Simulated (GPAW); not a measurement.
A run of GPAW 26.7.0 is set up as follows.

Contents of run.py:

```python
from ase.dft.bandgap import bandgap
from ase.io import read, write
from ase.units import GPa
from gpaw import GPAW, PW

atoms = read('PtS2.xyz')

calc = GPAW(mode=PW(600),
            xc='PBE',
            kpts={'size': (9, 9, 5), 'gamma': True},
            occupations={'name': 'methfessel-paxton', 'order': 0, 'width': 0.012},
            nbands=26,
            convergence={'density': 1e-05, 'energy': 1e-05},
            maxiter=150,
            txt='gpaw.txt')
atoms.calc = calc
energy = atoms.get_potential_energy()
forces = atoms.get_forces()
stress = atoms.get_stress()
calc.write('gs.gpw')
write('result.traj', atoms)
print(f'Energy: {energy:.6f} eV')
print('Forces (eV/A):')
print(forces.round(4))
print('Stress (GPa):', (stress / GPa).round(3))
print('Fermi level:', round(calc.get_fermi_level(), 4), 'eV')
print(f'Gap: {bandgap(calc)[0]:.4f} eV, direct: {bandgap(calc, direct=True)[0]:.4f} eV')
```

File PtS2.xyz:

```xyz
3
Lattice="3.5432000000 0.0000000000 0.0000000000 -1.7716000000 3.0685012107 0.0000000000 0.0000000000 0.0000000000 5.0388000000" Properties=species:S:1:pos:R:3 pbc="T T T"
Pt     0.0000000000      0.0000000000      0.0000000000
S      1.7716000002      1.0228337368      3.8949924000
S     -0.0000000002      2.0456674739      1.1438076000
```

Potentials or basis: GPAW PAW data sets (gpaw-data 1.2.1), pw.

Command:

```bash
$ OMP_NUM_THREADS=1 python run.py
```

**Question.** Estimate the largest force.

**Answer.** 1.292 eV/Å.

**Question.** Predict the band gap on the k mesh.

**Answer.** 0.99 eV, indirect (least direct gap 1.04 eV).

**Question.** Predict the pressure.

**Answer.** 11.7 GPa.

Forces in eV/Å, atoms in the order of the input:
```
Pt   0.000  0.000  0.000
S    0.000  0.000 -1.292
S    0.000  0.000  1.292
```

Caveat: spin-orbit coupling is left out, which moves the levels of the heavy elements; an odd mesh through Γ misses points on the zone boundary, where band edges often lie; forces of over 1 eV/Å show positions far from the minimum, so gaps and moduli don't describe the material at rest. PBE gaps usually lie below the measured ones, often by a third to a half.
